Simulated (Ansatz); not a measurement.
Runs of Ansatz 0.2.0 on CoO. The structure is tetragonal, space group I4/mmm (No. 139). Conventional cell: a = 3.016 Å, b = 3.016 Å, c = 4.214 Å, α = 90.00°, β = 90.00°, γ = 90.00°. Around Co (site symmetry 4/mmm) lie 6 O at 2.11 to 2.13 Å. O (site symmetry 4/mmm) is surrounded by 6 Co at 2.11 to 2.13 Å. 

```csv
task,level,fixed moment (μB),cell,k mesh,gap on the mesh (eV),pressure (GPa),moment (μB),relaxed volume (Å³/atom)
single point,PBEsol,2.5,as given,10 × 10 × 10,-,-13.3,2.50,-
relaxation of cell and atoms,PBEsol+D3(BJ),-,relaxed,12 × 12 × 12,none,0.0,2.95,9.61
relaxation of cell and atoms,PBEsol,-,relaxed,12 × 12 × 12,none,0.0,(a),(c)
single point,PBEsol,2.0,as given,10 × 10 × 10,-,-17.4,2.00,-
relaxation of cell and atoms,PBEsol+D4,-,relaxed,12 × 12 × 12,none,0.0,2.66,(b)
```

Alike in all rows: potentials or basis Ansatz PAW; spin collinear, ferromagnetic start; cutoff (eV) 420; smearing fermi-dirac 0.05 eV.

Fill in the values left out.

(a) 2.76; (b) 8.92; (c) 9.06.

Caveats: a cell with one magnetic atom can't hold antiferromagnetic order, which such compounds often take; the PAW data sets come from PBE, with cores solved anew for the run's functional, which leaves a small shift of forces and pressure; the plane-wave basis is chosen anew once the cell has moved, so the energies of steps on either side of that aren't comparable (some runs); semilocal functionals often make such compounds metallic where correlation or magnetic order opens a gap, which also shifts bond lengths (some runs); the total moment is fixed, so each spin has its own Fermi level (some runs); the thresholds are loose for stress (some runs); pairwise dispersion overbinds metals, which lowers pressure and volume (some runs).

A gap of «none» marks a metal or a gap under the smearing width.
